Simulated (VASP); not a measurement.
# Ru in VASP: relaxation of the atoms with PBE

Aim: the relaxation of the atoms of Ru with PBE.

All numbers are computed with VASP 6.6.1; they aren't measurements. Logs are shortened: lines on timing, memory, paths and dates and some standing lists are left out, and cuts for length are marked.

## (1) Starting point

The cell holds a slab with vacuum, 9 atoms: a = 2.706 Å, b = 2.706 Å, c = 34.528 Å, α = 90.00°, β = 90.00°, γ = 60.00°.

The slab is cut from a database's or a generator's crystal, which needn't be the stable form of the element.

## (2) Relaxation of the atoms, PBE

INCAR reads:

```
SYSTEM = Ru
  ALGO = Fast
  EDIFF = 1E-6
  EDIFFG = -0.02
  ENCUT = 400
  GGA = PE
  IBRION = 2
  ISIF = 2
  ISMEAR = 0
  LASPH = .True.
  LCHARG = .False.
  LREAL = .False.
  LWAVE = .False.
  NELM = 100
  NSW = 60
  PREC = Accurate
  SIGMA = 0.1
```

KPOINTS reads:

```
k-points
0
Gamma
  16 16 1
  0 0 0
```

POSCAR reads:

```
Ru
1.0
    2.7060000000      0.0000000000      0.0000000000
    1.3530000000      2.3434647426      0.0000000000
    0.0000000000      0.0000000000     34.5280000000
Ru
9
Direct
    0.0000000000      0.0000000000      0.2519694161
    0.3333333333      0.3333333333      0.3139770621
    0.0000000000      0.0000000000      0.3759847081
    0.3333333333      0.3333333333      0.4379923540
    0.0000000000      0.0000000000      0.5000000000
    0.3333333333      0.3333333333      0.5620076460
    0.0000000000      0.0000000000      0.6240152919
    0.3333333333      0.3333333333      0.6860229379
    0.0000000000      0.0000000000      0.7480305839
```

Potentials or basis: VASP PAW PBE potentials, release 64 (Ru_pv).

Command:

```console
$ cat potpaw_PBE.64/Ru_pv/POTCAR > POTCAR
$ mpirun -np 1 vasp_std > vasp.out
```

OUTCAR:

```text
SYSTEM = Ru
   EDIFF = 1E-6
   EDIFFG = -0.02
   ENCUT = 400
   GGA = PE
   IBRION = 2
   ISIF = 2
   ISMEAR = 0
   LASPH = .True.
   LREAL = .False.
   NELM = 100
   NSW = 60
   PREC = Accurate

 ion  position               nearest neighbor table
   1  0.000  0.000  0.252-   2 2.65   2 2.65   2 2.65
   2  0.333  0.333  0.314-   1 2.65   3 2.65   1 2.65   3 2.65   1 2.65   3 2.65
   3  0.000  0.000  0.376-   4 2.65   4 2.65   4 2.65   2 2.65   2 2.65   2 2.65
   4  0.333  0.333  0.438-   3 2.65   3 2.65   3 2.65   5 2.65   5 2.65   5 2.65
   5  0.000  0.000  0.500-   4 2.65   6 2.65   4 2.65   6 2.65   4 2.65   6 2.65
   6  0.333  0.333  0.562-   7 2.65   7 2.65   7 2.65   5 2.65   5 2.65   5 2.65
   7  0.000  0.000  0.624-   6 2.65   6 2.65   6 2.65   8 2.65   8 2.65   8 2.65
   8  0.333  0.333  0.686-   7 2.65   9 2.65   7 2.65   9 2.65   7 2.65   9 2.65
   9  0.000  0.000  0.748-   8 2.65   8 2.65   8 2.65

  LATTYP: Found a hexagonal cell.
 ALAT       =     2.7060000000
 C/A-ratio  =    12.7597930526

  Lattice vectors:

 A1 = (  -1.3530000000,  -2.3434647426,   0.0000000000)
 A2 = (   2.7060000000,   0.0000000000,   0.0000000000)
 A3 = (   0.0000000000,   0.0000000000,  34.5280000000)

Analysis of symmetry for initial positions (statically):
=====================================================================
 Subroutine PRICEL returns:
 Original cell was already a primitive cell.

 Routine SETGRP: Setting up the symmetry group for a
 hexagonal supercell.

 Subroutine GETGRP returns: Found 12 space group operations
 (whereof 12 operations were pure point group operations)
 out of a pool of 24 trial point group operations.

The static configuration has the point symmetry D_3h.

Analysis of symmetry for dynamics (positions and initial velocities):
=====================================================================
 Subroutine PRICEL returns:
 Original cell was already a primitive cell.

 Routine SETGRP: Setting up the symmetry group for a
 hexagonal supercell.

 Subroutine GETGRP returns: Found 12 space group operations
 (whereof 12 operations were pure point group operations)
 out of a pool of 24 trial point group operations.

The dynamic configuration has the point symmetry D_3h.

 Subroutine INISYM returns: Found 12 space group operations
 (whereof 12 operations are pure point group operations),
 and found     1 'primitive' translations

----------------------------------------------------------------------------------------

                                     Primitive cell

  volume of cell :     218.9564

  direct lattice vectors                    reciprocal lattice vectors
     2.706000000  0.000000000  0.000000000     0.369549150 -0.213359301  0.000000000
     1.353000000  2.343464743  0.000000000     0.000000000  0.426718603  0.000000000
     0.000000000  0.000000000 34.528000000     0.000000000  0.000000000  0.028962002

  length of vectors
     2.706000000  2.706000000 34.528000000     0.426718603  0.426718603  0.028962002

  position of ions in fractional coordinates (direct lattice)
     0.000000000  0.000000000  0.251969416
     0.333333333  0.333333333  0.313977062
     0.000000000  0.000000000  0.375984708
     0.333333333  0.333333333  0.437992354
     0.000000000  0.000000000  0.500000000
     0.333333333  0.333333333  0.562007646
     0.000000000  0.000000000  0.624015292
     0.333333333  0.333333333  0.686022938
     0.000000000  0.000000000  0.748030584

  ion indices of the primitive-cell ions
   primitive index   ion index
                 1           1
                 2           2
                 3           3
                 4           4
                 5           5
                 6           6
                 7           7
                 8           8
                 9           9

----------------------------------------------------------------------------------------

 KPOINTS: k-points

Automatic generation of k-mesh.
 Grid dimensions read from file:
 generate k-points for:   16   16    1

 Generating k-lattice:

  Cartesian coordinates                     Fractional coordinates (reciprocal lattice)
     0.023096822 -0.013334956  0.000000000     0.062500000  0.000000000  0.000000000
     0.000000000  0.026669913  0.000000000     0.000000000  0.062500000  0.000000000
     0.000000000  0.000000000  0.028962002     0.000000000  0.000000000  1.000000000

  Length of vectors
     0.026669913  0.026669913  0.028962002

  Shift w.r.t. Gamma in fractional coordinates (k-lattice)
     0.000000000  0.000000000  0.000000000

 Subroutine IBZKPT returns following result:
 ===========================================

 Found     30 irreducible k-points:

 Following reciprocal coordinates:
            Coordinates               Weight
  0.000000  0.000000  0.000000      1.000000
  0.062500  0.000000  0.000000      6.000000
  0.125000  0.000000  0.000000      6.000000
  0.187500  0.000000  0.000000      6.000000
  0.250000  0.000000  0.000000      6.000000
  0.312500  0.000000  0.000000      6.000000
[... 16 lines left out ...]
  0.375000  0.187500  0.000000      6.000000
  0.437500  0.187500  0.000000     12.000000
 [... further k-points ...]
   k-points           NKPTS =     30   k-points in BZ     NKDIM =     30   number of bands    NBANDS=     75
   number of dos      NEDOS =    301   number of ions     NIONS =      9
   total plane-waves  NPLWV =  77760
   dimension x,y,z NGX =    18 NGY =   18 NGZ =  240
   dimension x,y,z NGXF=    36 NGYF=   36 NGZF=  480
   ions per type =               9
   NGX,Y,Z   is equivalent  to a cutoff of  11.06, 11.06, 11.56 a.u.
   NGXF,Y,Z  is equivalent  to a cutoff of  22.12, 22.12, 23.11 a.u.
 SYSTEM =  Ru
   PREC   = accura    normal or accurate (medium, high low for compatibility)
   ISTART =      0    job   : 0-new  1-cont  2-samecut
   ICHARG =      2    charge: 1-file 2-atom 10-const
   ISPIN  =      1    spin polarized calculation?
   LNONCOLLINEAR =      F non collinear calculations
   LSORBIT =      F    spin-orbit coupling
   LASPH  =      T    aspherical Exc in radial PAW
   ENCUT  =  400.0 eV  29.40 Ry    5.42 a.u.   4.41  4.41 56.31*2*pi/ulx,y,z
   NELM   =    100;   NELMIN=  2; NELMDL= -5     # of ELM steps
   EDIFF  = 0.1E-05   stopping-criterion for ELM
   LREAL  =      F    real-space projection
   EDIFFG = -.2E-01   stopping-criterion for IOM
   NSW    =     60    number of steps for IOM
   IBRION =      2    ionic relax: 0-MD 1-quasi-New 2-CG
   NFREE  =      1    steps in history (QN), initial steepest desc. (CG)
   ISIF   =      2    stress and relaxation
   ISYM   =      2    0-nonsym 1-usesym 2-fastsym
   POTIM  = 0.5000    time-step for ionic-motion
   TEBEG  =    0.0;   TEEND  =   0.0 temperature during run
   PSTRESS=    0.0 pullay stress
   NELECT =     126.0000    total number of electrons
   NUPDOWN=      -1.0000    fix difference up-down
   EMIN   =  10.00;   EMAX   =-10.00  energy-range for DOS
   EFERMI =   0.00;   METHOD = LEGACY
   ISMEAR =     0;   SIGMA  =   0.10  broadening in eV -4-tet -1-fermi 0-gaus
   EFERMI_NEDOS =   21; number of points for ismear=-14 and -15
   IALGO  =     68    algorithm
   IMIX   =      4    mixing-type and parameters
     AMIX     =   0.40;   BMIX     =  1.00
     AMIX_MAG =   1.60;   BMIX_MAG =  1.00
  volume/ion in A,a.u.               =      24.33       164.18
  Fermi-wavevector in a.u.,A,eV,Ry     =   1.361693  2.573226 25.228021  1.854207
  Thomas-Fermi vector in A             =   2.488247
   LORBIT       =      0    0 simple, 1 ext, 2 COOP (PROOUT), +10 PAW based schemes
   GGA     = PE    functional components
   LHFCALC =     F    Hartree Fock is set to
   AEXX    =    0.0000 exact exchange contribution
   IVDW    =     0    specifies the selected vdW correction
   LEPSILON=     F    determine dielectric tensor
   LRPA    =     F    only Hartree local field effects (RPA)
 conjugate gradient relaxation of ions
 non-spin polarized calculation
 RMM-DIIS sequential band-by-band and
 Gauss-broadening in eV      SIGMA  =   0.10
  energy-cutoff  :      400.00
  volume of cell :      218.96
 maximum number of plane-waves:      4063
 NGX is ok and might be reduce to    18
   NGX =  9   NGY =  9   NGZ =113

--------------------------------------- Ionic step        1  -------------------------------------------

 number of electron     125.9999961 magnetization

 Free energy of the ion-electron system (eV)
  ---------------------------------------------------
  ext. energy  EPLUGINS =         0.00000000
  ---------------------------------------------------
  free energy    TOTEN  =       -80.95343018 eV

  energy without entropy =      -80.90497444  energy(sigma->0) =      -80.92920231

------------------------ aborting loop because EDIFF is reached ----------------------------------------

  FORCE on cell =-STRESS in cart. coord.  units (eV):
  Direction    XX          YY          ZZ          XY          YZ          ZX
  --------------------------------------------------------------------------------------
  -------------------------------------------------------------------------------------
  Total       -0.9516220     -0.9516220     -1.8447367      0.0000000     -0.0000000     -0.0000000
  in kB       -6.9633371     -6.9633371    -13.4985568      0.0000000     -0.0000000     -0.0000000
  external PRESSURE =      -9.1417436 kB  Pullay stress =       0.0000000 kB
[... 243 lines left out ...]
  energy  without entropy=      -80.9505362834  energy(sigma->0) =      -80.97644939

--------------------------------------- Ionic step        7  -------------------------------------------

 number of electron     125.9999962 magnetization

 Free energy of the ion-electron system (eV)
  ---------------------------------------------------
  ext. energy  EPLUGINS =         0.00000000
  ---------------------------------------------------
  free energy    TOTEN  =       -81.00256389 eV

  energy without entropy =      -80.95084854  energy(sigma->0) =      -80.97670622

 E-fermi :   5.0193     XC(G=0):  -8.4583

 val. band max:        5.0123529628   @ k =   0.0625   0.0000   0.0000
 cond. band min:       5.0325645365   @ k =  -0.3750   0.2500   0.0000
 fundamental gap:      0.0202115738
 Fermi energy:         5.0193331143

 k-point     1 :       0.0000    0.0000    0.0000
  band No.  band energies     occupation
      1     -38.6440      2.00000
      2     -38.6034      2.00000
      3     -38.4764      2.00000
      4     -38.2450      2.00000
      5     -38.0297      2.00000
      6     -37.8224      2.00000
[... 1861 lines left out ...]
     74       7.7537      0.00000
     75       7.9175      0.00000

 [... further k-points ...]

------------------------ aborting loop because EDIFF is reached ----------------------------------------

  FORCE on cell =-STRESS in cart. coord.  units (eV):
  Direction    XX          YY          ZZ          XY          YZ          ZX
  --------------------------------------------------------------------------------------
  -------------------------------------------------------------------------------------
  Total       -0.1563827     -0.1563827     -0.3151555      0.0000000     -0.0000000      0.0000000
  in kB       -1.1443044     -1.1443044     -2.3060988      0.0000000     -0.0000000      0.0000000
  external PRESSURE =      -1.5315692 kB  Pullay stress =       0.0000000 kB
[... 24 lines left out ...]
  FREE ENERGIE OF THE ION-ELECTRON SYSTEM (eV)
  ---------------------------------------------------
  free  energy   TOTEN  =       -81.0025638889 eV

  energy  without entropy=      -80.9508485442  energy(sigma->0) =      -80.97670622

 reached required accuracy - stopping structural energy minimisation
```

It took 21 min on 1 thread of Intel Xeon 6975P-C (Granite Rapids), shared host; peak memory 0.41 GiB.

What came out:

* Free energy: -81.0026 eV
* Energy gained by relaxing: 5.5 meV/atom
* Ionic steps: 7
* Largest force after relaxing: 0.015 eV/Å
* Band gap on the k mesh: none (metal or under the smearing width)

Forces on the atoms (eV/Å):
```
Ru   0.000  0.000 -0.015
Ru   0.000  0.000 -0.013
Ru   0.000  0.000 -0.007
Ru   0.000  0.000 -0.009
Ru   0.000  0.000  0.000
Ru   0.000  0.000  0.009
Ru   0.000  0.000  0.007
Ru   0.000  0.000  0.013
Ru   0.000  0.000  0.015
```

The path:
```tsv
step	energy change (eV)	largest force (eV/Å)	pressure (GPa)
1	0.0000	0.6184	-0.91
2	-0.0450	0.1731	-0.33
3	-0.0461	0.1688	-0.21
4	-0.0486	0.0516	-0.17
5	-0.0489	0.0478	-0.14
6	-0.0489	0.0477	-0.14
7	-0.0491	0.0146	-0.15
```

Final structure:
```xyz
9
Lattice="2.7060 0.0000 0.0000 1.3530 2.3435 0.0000 0.0000 0.0000 34.5280" Properties=species:S:1:pos:R:3 pbc="T T T"
Ru    0.0000    0.0000    8.7374
Ru    1.3530    0.7812   10.8083
Ru    0.0000    0.0000   12.9581
Ru    1.3530    0.7812   15.1194
Ru    0.0000    0.0000   17.2640
Ru    1.3530    0.7812   19.4086
Ru    0.0000    0.0000   21.5699
Ru    1.3530    0.7812   23.7197
Ru    0.0000    0.0000   25.7906
```
